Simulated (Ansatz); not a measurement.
# TePb (Fm-3m) in Ansatz: a series of runs, part 2 of 2

Ansatz 0.2.0. The steps go on from the part before.

## 3. Elastic constants, PBE

The input, run.py:

```python
import json

import ase.io
import numpy as np
from ase.calculators.calculator import CalculationFailed, Calculator
from ase.stress import full_3x3_to_voigt_6_stress
from ase.units import GPa

import ansatz as az

class AnsatzCalculator(Calculator):
    implemented_properties = ["energy", "free_energy", "forces", "stress", "magmom"]

    def calculate(self, atoms, properties, system_changes):
        super().calculate(atoms, properties, system_changes)
        structure = atoms.copy()
        structure.set_constraint()
        structure.set_momenta(None)
        structure.set_masses(None)
        outcome = (
            az.Crystal.from_ase(structure)
            .calculation()
            .basis(xc_grid=2)
            .kpoints(5, 5, 5)
            .functional("pbe")
            .pseudopotentials(kind="paw")
            .scf(tolerance=2e-10)
            .occupations(method="cold", width=0.05)
            .forces()
            .stress()
            .run(threads=2)
        )
        if not outcome.report["converged"]:
            raise CalculationFailed("SCF not converged")
        report = outcome.report
        self.results = {
            "free_energy": report["lagrangian_ev"],
            "energy": report["lagrangian_ev"],
            "forces": np.array(report["forces_ev_ang"]),
            "stress": -GPa * full_3x3_to_voigt_6_stress(report["stress_gpa"]),
            "magmom": report["magnetization_mub"],
        }

np.set_printoptions(precision=5, suppress=True, linewidth=110)
atoms = ase.io.read("POSCAR", format="vasp")
atoms.calc = AnsatzCalculator()
cell = atoms.cell[:].copy()
pairs = [(0, 0), (1, 1), (2, 2), (1, 2), (0, 2), (0, 1)]
C = np.zeros((6, 6))
for j, (a, b) in enumerate(pairs):
    stress = []
    for e in (0.005, -0.005):
        strain = np.eye(3)
        strain[a, b] += e if a == b else e / 2
        strain[b, a] = strain[a, b]
        atoms.set_cell(cell @ strain, scale_atoms=True)
        stress.append(atoms.get_stress())
    C[:, j] = (stress[0] - stress[1]) / (2 * 0.005) / GPa
print("clamped-ion stress-strain coefficients (GPa, Voigt)", C.round(1), sep="\n")
print(f"Voigt bulk modulus {(C[:3, :3].sum()) / 9:.1f} GPa")
json.dump({"C": C.tolist()}, open("results.json", "w"))
```

The input, POSCAR:

```
TePb
1.0
    0.0000000000      3.2310000000      3.2310000000
    3.2310000000      0.0000000000      3.2310000000
    3.2310000000      3.2310000000      0.0000000000
Pb Te
1 1
Direct
    0.0000000000      0.0000000000      0.0000000000
    0.5000000000      0.5000000000      0.5000000000
```

Potentials or basis: Ansatz PAW.

Launch:

```
python run.py
```

Run time: 13 s. Hardware: 2 threads of Arm Neoverse V1, shared host; peak memory 0.48 GiB.

The run converged. Its results:

```
Clamped-ion elastic constants C11, C12, C44 : 130, 7, 14 GPa
Voigt bulk modulus                          : 48 GPa
```

Elastic tensor in Voigt notation (GPa, ions clamped, in the Cartesian axes of the cell as first typed):
```
130   7   7   0   0   0
  7 130   7   0   0   0
  7   7 130   0   0   0
  0   0   0  14   0   0
  0   0   0   0  14   0
  0   0   0   0   0  14
```

Caveat: this odd mesh misses L, where the gap lies, so gap, dielectric constants and Born charges aren't listed.

## 4. Band structure, revPBE+D3(BJ) (cell strained at random at fixed volume)

The input, run.py:

```python
import json

import ase.io
import numpy as np

import ansatz as az

atoms = ase.io.read("TePb.xyz")

calculation = (
    az.Crystal.from_ase(atoms)
    .calculation()
    .basis(density_ratio=6)
    .kpoints(6, 6, 6)
    .functional("revpbe", dispersion="d3bj")
    .pseudopotentials(kind="paw", level="accurate")
    .scf(extra_bands=6)
    .occupations(method="methfessel_paxton", width=0.01)
    .band_structure(path=(((0.0, 0.5, 0.0), (0.0, 0.0, 0.0), (0.0, 0.0, 0.5)), ((0.0, 0.5, 0.5), (0.0, 0.0,
        0.0), (0.5, 0.0, 0.0)), ((0.5, 0.5, 0.0), (0.0, 0.0, 0.0), (0.5, 0.0, 0.5)), ((0.5, 0.5, 0.5), (0.0, 0.0,
        0.0))), intervals=14)
    .density()
    .potential()
    .output_files(volumetric_format="npy")
    .fat_bands()
    .electron_localization_function()
    .forces()
    .stress()
    .band_table(publish=True)
)
outcome = calculation.run(threads=2, events_out="events.jsonl")

report = outcome.report
for line in open("events.jsonl"):
    event = json.loads(line)
    if event["event"] == "scf_iter":
        d = event["data"]
        print(f"SCF {d['iter']:3d}  HF = {d['harris_foulkes_ev']:.6f} eV  dr2 = {d['dr2_ev']:.2e} eV")
    elif event["event"] in ("relax_step", "md_step"):
        d = event["data"]
        print(f"{event['event']} {d['step']:3d}  E = {d['lagrangian_ev']:.6f} eV")
np.set_printoptions(precision=5, suppress=True, linewidth=110)
print("converged:", report["converged"], "after", report["n_iterations"], "iterations")
print(f"free energy {report['free_energy_ev']:.6f} eV, Fermi level {report['fermi_energy_ev']:.4f} eV")
for key in ("band_edges_ev", "magnetization_mub", "site_moments_mub", "site_moments_nc_mub", "forces_ev_ang",
                "stress_gpa", "kpoints_frac", "eigenvalues_ev"):
    if report.get(key) is not None:
        print(key, np.array(report[key]), sep="\n")
```

The input, TePb.xyz:

```xyz
2
Lattice="-0.0257640000 3.2375700000 3.1126120000 3.1940080000 -0.0537960000 3.1406440000 3.2318400000 3.3034350000 -0.0916280000" Properties=species:S:1:pos:R:3 pbc="T T T"
Pb     0.0000000000      0.0000000000      0.0000000000
Te     3.2000420000      3.2436045000      3.0808140000
```

Potentials or basis: Ansatz PAW accurate.

Launch:

```
python run.py
```

Wall time 20 s (2 threads of Arm Neoverse V1, shared host); peak memory 0.79 GiB.

Results (log left out):

| Property | Result |
| --- | --- |
| Free energy | -22292.5615 eV |
| Pressure | -0.3 GPa |
| Band gap on the k mesh | 0.45 eV, indirect (least direct gap 0.63 eV) |
| Band gap along the path | 0.45 eV, indirect (least direct gap 0.63 eV) |

Stress tensor (GPa, compression positive):
```
-0.23 -0.07  0.28
-0.07 -2.67  0.49
 0.28  0.49  2.12
```

Levels at the corners of the path, in eV from the valence-band top:
| point | band 15 | band 16 | band 17 | band 18 | band 19 | band 20 | band 21 | band 22 | band 23 | band 24 |
| --- | --- | --- | --- | --- | --- | --- | --- | --- | --- | --- |
| X | -10.77 | -8.77 | -1.12 | -1.01 | -0.12 | 0.59 | 1.09 | 1.26 | 8.19 | 8.56 |
| Γ | -12.19 | -5.75 | -1.81 | -1.52 | -1.28 | 3.49 | 3.96 | 4.38 | 5.39 | 5.66 |
| Y | -10.80 | -8.83 | -1.06 | -0.94 | 0.00 | 0.71 | 1.16 | 1.40 | 8.17 | 8.75 |
| L | -10.50 | -7.47 | -4.67 | -3.25 | -2.70 | 3.17 | 4.85 | 5.80 | 6.59 | 9.82 |
| Γ | -12.19 | -5.75 | -1.81 | -1.52 | -1.28 | 3.49 | 3.96 | 4.38 | 5.39 | 5.66 |
| Z | -10.75 | -8.73 | -1.24 | -1.02 | -0.17 | 0.46 | 1.06 | 1.20 | 8.28 | 8.89 |
| N | -10.38 | -7.58 | -4.71 | -3.14 | -2.90 | 3.10 | 4.94 | 5.50 | 6.83 | 9.82 |
| Γ | -12.19 | -5.75 | -1.81 | -1.52 | -1.28 | 3.49 | 3.96 | 4.38 | 5.39 | 5.66 |
| M | -10.66 | -7.29 | -4.62 | -3.07 | -2.80 | 3.22 | 5.20 | 5.57 | 6.27 | 10.03 |
| R | -10.72 | -8.69 | -1.21 | -1.12 | -0.28 | 0.45 | 0.96 | 1.07 | 8.30 | 8.72 |
| Γ | -12.19 | -5.75 | -1.81 | -1.52 | -1.28 | 3.49 | 3.96 | 4.38 | 5.39 | 5.66 |

Caveat: the potentials were made for another functional, which shifts forces and pressure; spin-orbit coupling is left out, which as a rule narrows the gap of such compounds by several tenths of an eV.

## 5. Band structure, LDA (cell strained at random at fixed volume)

The input, run.py:

```python
import json

import ase.io
import numpy as np

import ansatz as az

atoms = ase.io.read("TePb.cif")
atoms.info.pop("occupancy", None)

calculation = (
    az.Crystal.from_ase(atoms)
    .calculation()
    .kpoints(6, 6, 6)
    .functional("lda")
    .pseudopotentials(kind="nc", accuracy="standard", xc_functional="lda")
    .scf(extra_bands=6)
    .occupations(method="fixed")
    .band_structure(path=(((0.5, 0.5, 0.5), (0.0, 0.0, 0.0), (0.0, 0.0, -0.5)), ((0.5, 0.5, 0.0), (0.0, 0.0,
        0.0), (-0.5, 0.0, 0.0)), ((0.0, 0.5, 0.5), (0.0, 0.0, 0.0), (-0.5, 0.0, -0.5)), ((0.0, 0.5, 0.0), (0.0, 0.0,
        0.0))), intervals=14)
    .fat_bands()
    .forces()
    .stress()
    .band_table(publish=True)
)
outcome = calculation.run(threads=2, events_out="events.jsonl")

report = outcome.report
for line in open("events.jsonl"):
    event = json.loads(line)
    if event["event"] == "scf_iter":
        d = event["data"]
        print(f"SCF {d['iter']:3d}  HF = {d['harris_foulkes_ev']:.6f} eV  dr2 = {d['dr2_ev']:.2e} eV")
    elif event["event"] in ("relax_step", "md_step"):
        d = event["data"]
        print(f"{event['event']} {d['step']:3d}  E = {d['lagrangian_ev']:.6f} eV")
np.set_printoptions(precision=5, suppress=True, linewidth=110)
print("converged:", report["converged"], "after", report["n_iterations"], "iterations")
print(f"free energy {report['free_energy_ev']:.6f} eV, Fermi level {report['fermi_energy_ev']:.4f} eV")
for key in ("band_edges_ev", "magnetization_mub", "site_moments_mub", "site_moments_nc_mub", "forces_ev_ang",
                "stress_gpa"):
    if report.get(key) is not None:
        print(key, np.array(report[key]), sep="\n")
```

The input, TePb.cif:

```cif
data_TePb
_cell_length_a 4.59689100
_cell_length_b 4.57647130
_cell_length_c 4.60854884
_cell_angle_alpha 58.69587492
_cell_angle_beta 59.77339123
_cell_angle_gamma 59.44768338
_space_group_name_H-M_alt 'P1'
_space_group_name_Hall 'P 1'
_space_group_IT_number 1
loop_
_space_group_symop_operation_xyz
'x,y,z'
loop_
_atom_site_label
_atom_site_type_symbol
_atom_site_symmetry_multiplicity
_atom_site_Wyckoff_symbol
_atom_site_fract_x
_atom_site_fract_y
_atom_site_fract_z
_atom_site_occupancy
Pb1 Pb 1 a 0.0000000000 0.0000000000 0.0000000000 1
Te1 Te 1 a 0.5000000000 0.5000000000 0.5000000000 1
```

Potentials or basis: PseudoDojo LDA.

Launch:

```
python run.py
```

It took 30 s on 2 threads of Arm Neoverse V1, shared host; peak memory 0.82 GiB.

Results (log left out):

| Item | Value |
| --- | --- |
| Free energy | -4757.8392 eV |
| Pressure | -1.7 GPa |
| Band gap on the k mesh | 0.49 eV, indirect (least direct gap 0.62 eV) |
| Band gap along the path | 0.49 eV, indirect (least direct gap 0.62 eV) |

Stress tensor (GPa, compression positive):
```
-1.56 -0.15  0.00
-0.15 -1.95 -0.89
 0.00 -0.89 -1.62
```

Levels at the corners of the path, in eV from the valence-band top:
```tsv
point	band 12	band 13	band 14	band 15	band 16	band 17	band 18	band 19
X	-8.77	-0.91	-0.82	0.00	0.64	1.19	1.29	8.20
Γ	-5.82	-1.53	-1.36	-1.26	3.73	4.01	4.08	5.67
Y	-8.72	-0.94	-0.90	-0.09	0.56	1.13	1.17	8.23
L	-7.50	-4.56	-2.95	-2.76	3.23	5.14	5.47	6.59
Γ	-5.82	-1.53	-1.36	-1.26	3.73	4.01	4.08	5.67
Z	-8.74	-0.96	-0.85	-0.04	0.57	1.14	1.26	8.23
N	-7.40	-4.54	-2.93	-2.72	3.27	5.32	5.40	6.40
Γ	-5.82	-1.53	-1.36	-1.26	3.73	4.01	4.08	5.67
M	-7.51	-4.57	-2.93	-2.79	3.22	5.14	5.44	6.61
R	-8.69	-0.98	-0.96	-0.16	0.49	1.07	1.09	8.30
Γ	-5.82	-1.53	-1.36	-1.26	3.73	4.01	4.08	5.67
```

Caveat: spin-orbit coupling is left out, which as a rule narrows the gap of such compounds by several tenths of an eV.

## 6. Summary

| task | level | potentials or basis | spin | cell | k mesh | cutoff (eV) | smearing | driver | points for each segment of the path | delta | atoms under strain | other keys | gap on the mesh (eV) | pressure (GPa) |
| --- | --- | --- | --- | --- | --- | --- | --- | --- | --- | --- | --- | --- | --- | --- |
| topological invariants | LDA | Ansatz PAW | SOC, no magnetisation | as given | 7 × 7 × 7 | 420 | fixed | chain | 14 | - | - | - | - | -2.0 |
| elastic constants | PBE | Ansatz PAW | off | as given | 5 × 5 × 5 | 420 | cold 0.05 eV | calculator | - | 0.005 | clamped | - | - | - |
| band structure | revPBE+D3(BJ) | Ansatz PAW accurate | off | cell strained at random at fixed volume | 6 × 6 × 6 | 700 | methfessel-paxton 0.01 eV | chain | 14 | - | - | basis.ecutrho_ratio = 6 | 0.45 | -0.3 |
| band structure | LDA | PseudoDojo LDA | off | cell strained at random at fixed volume | 6 × 6 × 6 | 1120 | fixed | chain | 14 | - | - | - | 0.49 | -1.7 |

Caveats: spin-orbit coupling is left out, which as a rule narrows the gap of such compounds by several tenths of an eV (some runs); the potentials were made for another functional, which shifts forces and pressure (some runs).

Absolute energies hang on the potentials; compare differences alone.

## 7. Comparison with measurements

Step 2. A measured gap of TePb is 0.19 eV (direct; 4.2 K; a printed reference work, monograph); the calculated 0.14 eV misses it by -0.05 eV. The value is that of LDA, without temperature or zero-point motion. Semilocal functionals fall short of measured gaps as a rule.
